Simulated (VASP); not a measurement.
# Ta (Fm-3m) in VASP: further runs

Aim: see how the results for Ta move with the level of theory and the settings. Levels: PBEsol, RPBE. Tasks: relaxation of cell and atoms, single point.

Everything below comes from runs of VASP 6.6.1. Logs are shortened: lines on timing, memory, paths and dates and some standing lists are left out, and cuts for length are marked.

### Step 1. The structure

The structure is cubic, space group Fm-3m (No. 225). The conventional cell has a = 4.160 Å, b = 4.160 Å, c = 4.160 Å, α = 90.00°, β = 90.00°, γ = 90.00°. Ta (site symmetry m-3m) is surrounded by 12 Ta at 2.94 Å.

This isn't the form of Ta at room conditions, which is bcc.

### Step 2. Relaxation of cell and atoms, PBEsol

INCAR

```
ALGO = Normal ; EDIFF = 1E-7
EDIFFG = -0.005 ; ENCUT = 300
GGA = PS ; IBRION = 2
ISIF = 3 ; ISMEAR = 0
LASPH = T ; LCHARG = F
LREAL = F ; LWAVE = F
NELM = 60 ; NSW = 90
PREC = Accurate ; SIGMA = 0.1
```

KPOINTS

```
k-points
0
Gamma
  18 18 18
```

POSCAR

```
Ta
1.0
    0.0000000000      2.0800838200      2.0800838200
    2.0800838200      0.0000000000      2.0800838200
    2.0800838200      2.0800838200      0.0000000000
Ta
1
Direct
    0.0000000000      0.0000000000      0.0000000000
```

Potentials or basis: VASP PAW PBE potentials, release 64 (Ta_pv).

The run is started by

```sh
cat potpaw_PBE.64/Ta_pv/POTCAR > POTCAR
mpirun -np 1 vasp_std > vasp.out
```

OUTCAR:

```text
EDIFF = 1E-7
   EDIFFG = -0.005
   ENCUT = 300
   GGA = PS
   IBRION = 2
   ISIF = 3
   ISMEAR = 0
   LASPH = T
   LREAL = F
   NELM = 60
   NSW = 90
   PREC = Accurate

 ion  position               nearest neighbor table
   1  0.000  0.000  0.000-

  LATTYP: Found a face centered cubic cell.
 ALAT       =     4.1601676400

  Lattice vectors:

 A1 = (   0.0000000000,   2.0800838200,   2.0800838200)
 A2 = (   2.0800838200,   0.0000000000,   2.0800838200)
 A3 = (   2.0800838200,   2.0800838200,   0.0000000000)

Analysis of symmetry for initial positions (statically):
=====================================================================
 Subroutine PRICEL returns:
 Original cell was already a primitive cell.

 Routine SETGRP: Setting up the symmetry group for a
 face centered cubic supercell.

 Subroutine GETGRP returns: Found 48 space group operations
 (whereof 48 operations were pure point group operations)
 out of a pool of 48 trial point group operations.

The static configuration has the point symmetry O_h .

Analysis of symmetry for dynamics (positions and initial velocities):
=====================================================================
 Subroutine PRICEL returns:
 Original cell was already a primitive cell.

 Routine SETGRP: Setting up the symmetry group for a
 face centered cubic supercell.

 Subroutine GETGRP returns: Found 48 space group operations
 (whereof 48 operations were pure point group operations)
 out of a pool of 48 trial point group operations.

The dynamic configuration has the point symmetry O_h .

 Subroutine INISYM returns: Found 48 space group operations
 (whereof 48 operations are pure point group operations),
 and found     1 'primitive' translations

----------------------------------------------------------------------------------------

                                     Primitive cell

  volume of cell :      18.0000

  direct lattice vectors                    reciprocal lattice vectors
     0.000000000  2.080083820  2.080083820    -0.240374929  0.240374929  0.240374929
     2.080083820  0.000000000  2.080083820     0.240374929 -0.240374929  0.240374929
     2.080083820  2.080083820  0.000000000     0.240374929  0.240374929 -0.240374929

  length of vectors
     2.941682749  2.941682749  2.941682749     0.416341589  0.416341589  0.416341589

  position of ions in fractional coordinates (direct lattice)
     0.000000000  0.000000000  0.000000000

  ion indices of the primitive-cell ions
   primitive index   ion index
                 1           1

----------------------------------------------------------------------------------------

 KPOINTS: k-points

Automatic generation of k-mesh.
 Grid dimensions read from file:
 generate k-points for:   18   18   18

 Generating k-lattice:

  Cartesian coordinates                     Fractional coordinates (reciprocal lattice)
    -0.013354163  0.013354163  0.013354163     0.055555556  0.000000000  0.000000000
     0.013354163 -0.013354163  0.013354163     0.000000000  0.055555556  0.000000000
     0.013354163  0.013354163 -0.013354163     0.000000000  0.000000000  0.055555556

  Length of vectors
     0.023130088  0.023130088  0.023130088

  Shift w.r.t. Gamma in fractional coordinates (k-lattice)
     0.000000000  0.000000000  0.000000000

 Subroutine IBZKPT returns following result:
 ===========================================

 Found    195 irreducible k-points:

 Following reciprocal coordinates:
            Coordinates               Weight
  0.000000  0.000000  0.000000      1.000000
  0.055556  0.000000  0.000000      8.000000
  0.111111  0.000000  0.000000      8.000000
  0.166667  0.000000  0.000000      8.000000
  0.222222  0.000000  0.000000      8.000000
  0.277778  0.000000  0.000000      8.000000
[... 16 lines left out ...]
 -0.277778  0.055556  0.000000     24.000000
 -0.222222  0.055556  0.000000     24.000000
 [... further k-points ...]
   k-points           NKPTS =    195   k-points in BZ     NKDIM =    195   number of bands    NBANDS=      9
   number of dos      NEDOS =    301   number of ions     NIONS =      1
   total plane-waves  NPLWV =   5832
   dimension x,y,z NGX =    18 NGY =   18 NGZ =   18
   dimension x,y,z NGXF=    36 NGYF=   36 NGZF=   36
   ions per type =               1
   NGX,Y,Z   is equivalent  to a cutoff of  10.17, 10.17, 10.17 a.u.
   NGXF,Y,Z  is equivalent  to a cutoff of  20.35, 20.35, 20.35 a.u.
 SYSTEM =  unknown system
   PREC   = accura    normal or accurate (medium, high low for compatibility)
   ISTART =      0    job   : 0-new  1-cont  2-samecut
   ICHARG =      2    charge: 1-file 2-atom 10-const
   ISPIN  =      1    spin polarized calculation?
   LNONCOLLINEAR =      F non collinear calculations
   LSORBIT =      F    spin-orbit coupling
   LASPH  =      T    aspherical Exc in radial PAW
   ENCUT  =  300.0 eV  22.05 Ry    4.70 a.u.   4.15  4.15  4.15*2*pi/ulx,y,z
   NELM   =     60;   NELMIN=  2; NELMDL= -5     # of ELM steps
   EDIFF  = 0.1E-06   stopping-criterion for ELM
   LREAL  =      F    real-space projection
   EDIFFG = -.5E-02   stopping-criterion for IOM
   NSW    =     90    number of steps for IOM
   IBRION =      2    ionic relax: 0-MD 1-quasi-New 2-CG
   NFREE  =      1    steps in history (QN), initial steepest desc. (CG)
   ISIF   =      3    stress and relaxation
   ISYM   =      2    0-nonsym 1-usesym 2-fastsym
   POTIM  = 0.5000    time-step for ionic-motion
   TEBEG  =    0.0;   TEEND  =   0.0 temperature during run
   PSTRESS=    0.0 pullay stress
   NELECT =      11.0000    total number of electrons
   NUPDOWN=      -1.0000    fix difference up-down
   EMIN   =  10.00;   EMAX   =-10.00  energy-range for DOS
   EFERMI =   0.00;   METHOD = LEGACY
   ISMEAR =     0;   SIGMA  =   0.10  broadening in eV -4-tet -1-fermi 0-gaus
   EFERMI_NEDOS =   21; number of points for ismear=-14 and -15
   IALGO  =     38    algorithm
   IMIX   =      4    mixing-type and parameters
     AMIX     =   0.40;   BMIX     =  1.00
     AMIX_MAG =   1.60;   BMIX_MAG =  1.00
  volume/ion in A,a.u.               =      18.00       121.47
  Fermi-wavevector in a.u.,A,eV,Ry     =   1.389254  2.625309 26.259595  1.930026
  Thomas-Fermi vector in A             =   2.513302
   LORBIT       =      0    0 simple, 1 ext, 2 COOP (PROOUT), +10 PAW based schemes
   GGA     = PS    functional components
   LHFCALC =     F    Hartree Fock is set to
   AEXX    =    0.0000 exact exchange contribution
   IVDW    =     0    specifies the selected vdW correction
   LEPSILON=     F    determine dielectric tensor
   LRPA    =     F    only Hartree local field effects (RPA)
 conjugate gradient relaxation of ions
 non-spin polarized calculation
 Gauss-broadening in eV      SIGMA  =   0.10
  energy-cutoff  :      300.00
  volume of cell :       18.00
 maximum number of plane-waves:       222
 NGX is ok and might be reduce to    18
   NGX =  9   NGY =  9   NGZ =  9

--------------------------------------- Ionic step        1  -------------------------------------------

 number of electron      10.9999996 magnetization

 Free energy of the ion-electron system (eV)
  ---------------------------------------------------
  ext. energy  EPLUGINS =         0.00000000
  ---------------------------------------------------
  free energy    TOTEN  =       -12.28544146 eV

  energy without entropy =      -12.27854172  energy(sigma->0) =      -12.28199159

------------------------ aborting loop because EDIFF is reached ----------------------------------------

  FORCE on cell =-STRESS in cart. coord.  units (eV):
  Direction    XX          YY          ZZ          XY          YZ          ZX
  --------------------------------------------------------------------------------------
  -------------------------------------------------------------------------------------
  Total        0.2098066      0.2098066      0.2098066      0.0000000     -0.0000000      0.0000000
  in kB       18.6748501     18.6748501     18.6748501      0.0000000     -0.0000000      0.0000000
  external PRESSURE =      18.6748501 kB  Pullay stress =       0.0000000 kB
[... 55 lines left out ...]
  energy  without entropy=      -12.2742765129  energy(sigma->0) =      -12.27773727

--------------------------------------- Ionic step        3  -------------------------------------------

 number of electron      10.9999998 magnetization

 Free energy of the ion-electron system (eV)
  ---------------------------------------------------
  ext. energy  EPLUGINS =         0.00000000
  ---------------------------------------------------
  free energy    TOTEN  =       -12.28637618 eV

  energy without entropy =      -12.27943081  energy(sigma->0) =      -12.28290349

 E-fermi :   5.6416     XC(G=0): -12.6895

 val. band max:        5.6347344104   @ k =   0.3889   0.0000   0.0000
 cond. band min:       5.6494687538   @ k =  -0.3889   0.3889   0.1111
 fundamental gap:      0.0147343434
 Fermi energy:         5.6415538562

 k-point     1 :       0.0000    0.0000    0.0000
  band No.  band energies     occupation
      1     -27.8208      2.00000
      2     -27.8208      2.00000
      3     -27.8208      2.00000
      4      -2.6464      2.00000
      5       6.0617      0.00000
      6       6.0617      0.00000
      7       6.0617      0.00000
      8       9.1884      0.00000
      9       9.1884      0.00000
[... 265 lines left out ...]
 k-point    24 :      -0.2222    0.0556    0.0000
  band No.  band energies     occupation
      1     -28.3859      2.00000
      2     -27.9322      2.00000
      3     -27.8815      2.00000
      4      -0.5075      2.00000
      5       4.8449      2.00000
      6       6.4333      0.00000
      7       6.6011      0.00000
      8       8.6616      0.00000
      9       9.6923      0.00000

 [... further k-points ...]

------------------------ aborting loop because EDIFF is reached ----------------------------------------

  FORCE on cell =-STRESS in cart. coord.  units (eV):
  Direction    XX          YY          ZZ          XY          YZ          ZX
  --------------------------------------------------------------------------------------
  -------------------------------------------------------------------------------------
  Total       -0.0010419     -0.0010419     -0.0010419      0.0000000     -0.0000000      0.0000000
  in kB       -0.0919054     -0.0919054     -0.0919054      0.0000000     -0.0000000      0.0000000
  external PRESSURE =      -0.0919054 kB  Pullay stress =       0.0000000 kB
[... 16 lines left out ...]
  FREE ENERGIE OF THE ION-ELECTRON SYSTEM (eV)
  ---------------------------------------------------
  free  energy   TOTEN  =       -12.2863761774 eV

  energy  without entropy=      -12.2794308108  energy(sigma->0) =      -12.28290349

 reached required accuracy - stopping structural energy minimisation
```

It took 13 s on 1 thread of Intel Xeon 6975P-C (Granite Rapids), shared host; peak memory 0.13 GiB.

What came out:

* Free energy: -12.2864 eV
* Relaxed volume: 18.16 Å³/atom
* Relaxed cell: a = 2.951 Å, b = 2.951 Å, c = 2.951 Å, α = 60.00°, β = 60.00°, γ = 60.00°
* Space group after relaxing (to 0.05 Å): Fm-3m (No. 225)
* Energy gained by relaxing: 0.9 meV/atom
* Ionic steps: 3
* Pressure after relaxing: 0.0 GPa
* Band gap on the k mesh: none (metal or under the smearing width)

Step by step:
```
step  energy change (eV)  largest force (eV/Å)  pressure (GPa)  volume (Å³)
   1              0.0000                0.0000            1.87        18.00
   2              0.0042                0.0000           -4.18        18.55
   3             -0.0009                0.0000           -0.01        18.16
```

Final structure:
```
Ta
1.0
     0.00000    2.08635    2.08635
     2.08635    0.00000    2.08635
     2.08635    2.08635    0.00000
Ta
1
Cartesian
  0.0000 0.0000 0.0000
```

Levels at points of the mesh, in eV from the Fermi level:
```
           k point  band 1  band 2  band 3  band 4  band 5  band 6  band 7  band 8  band 9
(0.00, 0.00, 0.00)  -33.46  -33.46  -33.46   -8.29    0.42    0.42    0.42    3.55    3.55
(0.50, 0.00, 0.00)  -34.60  -33.61  -33.61   -4.77    0.17    0.17    0.81    6.01    6.01
(0.50, 0.50, 0.00)  -34.53  -33.87  -33.87   -4.60   -3.52    3.10    5.99    6.75    6.75
```

Caveat: the PAW data sets were made with another functional, which shifts forces and pressure a little. The run has no spin-orbit coupling, so splittings on Ta are missing.

### Step 3. Relaxation of cell and atoms, PBEsol

INCAR, as its differences from that of step 2:

```diff
@@ -1,3 +1,3 @@
 ALGO = Normal ; EDIFF = 1E-7
-EDIFFG = -0.005 ; ENCUT = 300
+EDIFFG = -0.005 ; ENCUT = 600
 GGA = PS ; IBRION = 2
```

KPOINTS

```
k-points
0
Gamma
  6 6 6
```

POSCAR is that of step 2.

Potentials or basis: VASP PAW PBE potentials, release 64 (Ta_pv).

The run is started by

```sh
cat potpaw_PBE.64/Ta_pv/POTCAR > POTCAR
mpirun -np 1 vasp_std > vasp.out
```

It took 4.3 s on 1 thread of Intel Xeon 6975P-C (Granite Rapids), shared host; peak memory 0.15 GiB.

It converged, with:

| Quantity | Value |
| --- | --- |
| Free energy | -12.2962 eV |
| Relaxed volume | 18.25 Å³/atom |
| Relaxed cell | a = 2.955 Å, b = 2.955 Å, c = 2.955 Å, α = 60.00°, β = 60.00°, γ = 60.00° |
| Space group after relaxing (to 0.05 Å) | Fm-3m (No. 225) |
| Energy gained by relaxing | 2.3 meV/atom |
| Ionic steps | 3 |
| Pressure after relaxing | 0.0 GPa |
| Band gap on the k mesh | none (metal or under the smearing width) |

The path:
| step | energy change (eV) | largest force (eV/Å) | pressure (GPa) | volume (Å³) |
| --- | --- | --- | --- | --- |
| 1 | 0.0000 | 0.0000 | 2.93 | 18.00 |
| 2 | 0.0108 | 0.0000 | -6.60 | 18.87 |
| 3 | -0.0023 | 0.0000 | -0.03 | 18.25 |

Final structure:
```yaml
crystal:
  lattice:
    - [0.00000, 2.08981, 2.08981]
    - [2.08981, 0.00000, 2.08981]
    - [2.08981, 2.08981, 0.00000]
  atoms:
    - { symbol: Ta, position: [0.00000, 0.00000, 0.00000] }
```

Levels at points of the mesh, in eV from the Fermi level:
| k point | band 1 | band 2 | band 3 | band 4 | band 5 | band 6 | band 7 | band 8 | band 9 |
| --- | --- | --- | --- | --- | --- | --- | --- | --- | --- |
| (0.00, 0.00, 0.00) | -33.56 | -33.56 | -33.56 | -8.34 | 0.34 | 0.34 | 0.34 | 3.44 | 3.44 |
| (0.50, 0.00, 0.00) | -34.69 | -33.71 | -33.71 | -4.83 | 0.09 | 0.09 | 0.71 | 5.89 | 5.89 |
| (0.50, 0.50, 0.00) | -34.61 | -33.97 | -33.97 | -4.65 | -3.57 | 2.99 | 5.87 | 6.62 | 6.62 |

Caveat: the k mesh is coarse (spacing up to 0.44 Å⁻¹), so the values aren't converged; the PAW data sets were made with another functional, which shifts forces and pressure a little. The run has no spin-orbit coupling, so splittings on Ta are missing.

### Step 4. Single point, PBEsol

INCAR

```
SYSTEM = Ta
ALGO = Normal
EDIFF = 1E-6
ENCUT = 520
GGA = PS
ISIF = 2
ISMEAR = 0
LASPH = .TRUE.
LCHARG = .TRUE.
LELF = .TRUE.
LREAL = .FALSE.
LVHAR = .TRUE.
LWAVE = .FALSE.
NBANDS = 12
NELM = 60
PREC = Accurate
SIGMA = 0.1
```

KPOINTS

```
k-points
0
G
  18 18 18
  0 0 0
```

POSCAR is that of step 3.

The run is started by

```sh
cat potpaw_PBE.64/Ta_pv/POTCAR > POTCAR
mpirun -np 1 vasp_std > vasp.out
```

It took 11 s on 1 thread of Intel Xeon 6975P-C (Granite Rapids), shared host; peak memory 0.17 GiB.

Results (log left out):

| Quantity | Value |
| --- | --- |
| Free energy | -12.2868 eV |
| Pressure | 2.4 GPa |
| Band gap on the k mesh | none (metal or under the smearing width) |

Levels at points of the mesh, in eV from the Fermi level:
```csv
k point,band 1,band 2,band 3,band 4,band 5,band 6,band 7,band 8,band 9,band 10
"(0.00, 0.00, 0.00)",-33.43,-33.43,-33.43,-8.33,0.41,0.41,0.41,3.58,3.58,12.63
"(0.50, 0.00, 0.00)",-34.61,-33.58,-33.58,-4.81,0.16,0.16,0.84,6.08,6.08,10.59
"(0.50, 0.50, 0.00)",-34.53,-33.85,-33.85,-4.65,-3.57,3.15,6.06,6.82,6.82,11.44
```

Caveat: the PAW data sets were made with another functional, which shifts forces and pressure a little.

(Continued in part 2 of 2.)
